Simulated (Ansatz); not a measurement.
# Smearing, entropy and the zero-width energy in Al3Cu2

Level of theory: DFT PBEsol, scalar-relativistic, plane waves, PAW in Ansatz 0.2.0.

```
Al Cu
1.0
     4.09195    0.00000    0.00000
    -2.04598    3.54373    0.00000
     0.00000    0.00000    4.99278
Al Cu
3 2
Direct
  0.00000 0.00000 0.00000
  0.33333 0.66667 0.34993
  0.66667 0.33333 0.65007
  0.33333 0.66667 0.83951
  0.66667 0.33333 0.16049
```

| Quantity | Value |
| --- | --- |
| plane-wave cutoff | 420 eV |
| Γ-centred k-mesh | 12×12×8 |
| spin treatment | unpolarised |

The same metal under several smearings of width σ, on one mesh. F is the free energy, TS the smearing's entropy term for the cell of 5 atoms, and E = F + TS. Gaussian occupations are ½ erfc[(ε − μ)/σ], and N counts both spins.

```tsv
rule	σ (eV)	F − F(narrowest) (meV/atom)	TS (meV/cell)
Fermi–Dirac	0.02	-0.185	2.029
Fermi–Dirac	0.05	-1.145	10.934
Fermi–Dirac	0.3	-38.856	402.975
Gaussian	0.02	0.000	0.356
Gaussian	0.1	-0.718	6.894
Gaussian	0.2	-2.689	25.437
```

Question: For a density of states N (both spins) that is flat over the smeared range, TS = Nσ²/2 (Gaussian) and (π²/3)Nσ² (Fermi–Dirac). What N does each run give?

Answer:
```csv
rule,σ (eV),N (states/eV a cell)
Fermi–Dirac,0.02,1.54
Fermi–Dirac,0.05,1.33
Fermi–Dirac,0.3,1.36
Gaussian,0.02,1.78
Gaussian,0.1,1.38
Gaussian,0.2,1.27
```

Equal entropy needs σ_Gauss = π√(2/3) σ_FD = 2.57 σ_FD, so a Fermi–Dirac width acts like a Gaussian one 2.57 times as large. At moderate widths N lies between 1.27 and 1.54. The drift shows structure in the density of states within the smeared window (a rise with width points to a dip at the Fermi level, a fall to a peak or a steep flank), or a mesh too coarse for the narrower widths. At the narrowest widths only the few mesh levels within σ of μ count, so N can scatter there.

Question: To second order F = E0 − TS/2 and E = E0 + TS/2. How well does E0 = (E + F)/2 undo the smearing?

Answer:
| rule | σ (eV) | F − E0(narrowest) (meV/atom) | (E + F)/2 − E0(narrowest) (meV/atom) |
| --- | --- | --- | --- |
| Fermi–Dirac | 0.02 | -0.22 | -0.02 |
| Fermi–Dirac | 0.05 | -1.18 | -0.09 |
| Fermi–Dirac | 0.3 | -38.89 | 1.41 |
| Gaussian | 0.02 | -0.04 | 0.00 |
| Gaussian | 0.1 | -0.75 | -0.06 |
| Gaussian | 0.2 | -2.72 | -0.18 |

At Gaussian 0.2 eV the free energy is off by -2.72 meV/atom and the mean by -0.18. What remains is of order σ⁴ plus the mesh error of the narrowest run, which is no exact reference. Forces and stress are derivatives of F, not of E0, so they keep the σ² error.

7 further runs of this set aren't shown.

The smearing error here is mostly the quadratic entropy term of a metal with a modest density of states at the Fermi level. That fits the chemistry: the Cu 3d shell is full and lies well below the Fermi level, leaving mainly broad, nearly-free-electron sp states of Al and Cu to be partly occupied. Averaging E and F therefore removes most of the shift in the broader runs, even at Fermi–Dirac 0.3 eV, where -38.89 meV/atom becomes 1.41.

The changed sign of that remainder is informative. Ranked by effective width, N falls to 1.27 at Gaussian 0.2 eV and then recovers to 1.36 in the broadest run. This suggests that the density of states rises again further from the Fermi level, where the long Fermi–Dirac tails reach, so a constant N no longer describes the whole window. Whether this reflects a Hume-Rothery-type pseudogap or ordinary band structure can't be decided from integrated entropies. Nor does one compound show how far the smearing error would cancel in a formation energy, since that depends on N in the elements too.
